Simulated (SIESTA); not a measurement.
CdTe:

```
CELL_PARAMETERS angstrom
0.00000 3.20500 3.20500
3.20500 0.00000 3.20500
3.20500 3.20500 0.00000
ATOMIC_POSITIONS crystal
Te 0.75000 0.75000 0.75000
Cd 0.00000 0.00000 0.00000
```

Base run:

| Quantity | Value |
| --- | --- |
| Program | SIESTA 5.4.2 |
| Functional | LDA |
| Potentials or basis | PseudoDojo 0.4 standard (LDA files) |
| Basis | DZP (energy shift 0.003 Ry; two zetas on semicore shells) |
| Grid cutoff | 800 Ry |
| Energy shift | 0.003 Ry |
| k mesh | 7 × 7 × 7 |
| Occupations | fermi-dirac, width 0.05 eV |
| Spin | no spin polarisation |

Its results: band gap on the k mesh 0.90 eV, direct; pressure -0.2 GPa.

**Question.** The run is repeated on the same cell with these changes: functional from LDA to PBEsol; potentials or basis from PseudoDojo 0.4 standard (LDA files) to PseudoDojo 0.4 standard (PBEsol files). What comes out?

**Answer.** Band gap on the k mesh 1.04 eV, direct; pressure 1.5 GPa.

Caveats: spin-orbit coupling is left out, which moves the levels of the heavy elements; the basis of atomic orbitals isn't converged, which shifts pressures, moduli and gaps.
